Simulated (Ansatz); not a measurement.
The system is Pd.

```xyz
2
Lattice="2.7837 0.0000 0.0000 -1.3918 2.4107 0.0000 0.0000 0.0000 4.6289" Properties=species:S:1:pos:R:3 pbc="T T T"
Pd    0.0000    1.6071    1.1572
Pd    1.3918    0.8036    3.4717
```

This isn't the form of Pd at room conditions, which is fcc.

- Program: Ansatz 0.2.0
- Task: relaxation of cell and atoms
- Functional: BLYP
- Dispersion: D3(BJ)
- Potentials or basis: Ansatz PAW
- Cutoff: 420 eV (not typed: the program's choice for these potentials)
- k mesh: 11 × 11 × 6
- Occupations: fermi-dirac, width 0.05 eV
- Spin: no spin polarisation

At the start: volume 15.53 Å³/atom.

Problem. Where does the relaxation end?

Solution. It ends after 7 steps and the volume is 14.88 Å³/atom (-4.2 %); space group P6_3/mmc (No. 194, to 0.05 Å).

The path:
```csv
step,energy change (eV),largest force (eV/Å),volume (Å³)
1,0.0000,0.0000,31.06
2,-0.0015,0.0000,28.59
3,-0.0299,0.0000,29.88
4,-0.0302,0.0000,29.77
5,-0.0302,0.0000,29.76
6,-0.0302,0.0000,29.77
7,-0.0297,0.0000,29.77
```

Final structure:
```
CELL_PARAMETERS angstrom
2.74052 0.00000 0.00000
-1.37026 2.37336 0.00000
0.00000 0.00000 4.57641
ATOMIC_POSITIONS crystal
Pd 0.33333 0.66667 0.25000
Pd 0.66667 0.33333 0.75000
```

Caveat: the plane-wave basis is chosen anew once the cell has moved, so the energies of steps on either side of that aren't comparable; pairwise dispersion overbinds metals, which lowers pressure and volume; the PAW data sets come from PBE, with cores solved anew for the run's functional, which leaves a small shift of forces and pressure.
